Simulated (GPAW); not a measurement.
Crystal: CuO.

```xyz
4
Lattice="3.4221 0.0000 0.0000 0.0000 3.4221 0.0000 0.0000 0.0000 4.2605" Properties=species:S:1:pos:R:3 pbc="T T T"
Cu    0.0000    1.7110    0.0000
Cu    1.7110    0.0000    2.1302
O     0.0000    0.0000    1.0651
O     0.0000    0.0000    3.1953
```

Measurements of this composition are mostly on another form, of space group No. 15.

Program: GPAW 26.7.0. Alike in all runs: task band structure; no spin polarisation; cell as given; k mesh 6 × 6 × 5; cutoff (eV) 800; smearing fermi-dirac 0.05 eV.

Order these runs on this cell by their pressure, lowest first.
A. level LDA; potentials or basis the program's PAW data sets (release 1.2.1) made for this functional, pw
B. level AM05; potentials or basis PAW data sets generated in the run's folder for this functional, pw
C. level BLYP; potentials or basis PAW data sets generated in the run's folder for this functional, pw; eigensolver davidson
D. level PBE; potentials or basis GPAW PAW data sets (gpaw-data 1.2.1), pw

A (-13.2 GPa), B (-6.9 GPa), D (-1.7 GPa), C (2.1 GPa).

Caveats: with this Cu data set, volumes or pressures lay over 1.5 % or 2 GPa off other programs in two to four cells of ten; the run has no spin polarisation, though such a crystal can be magnetic.
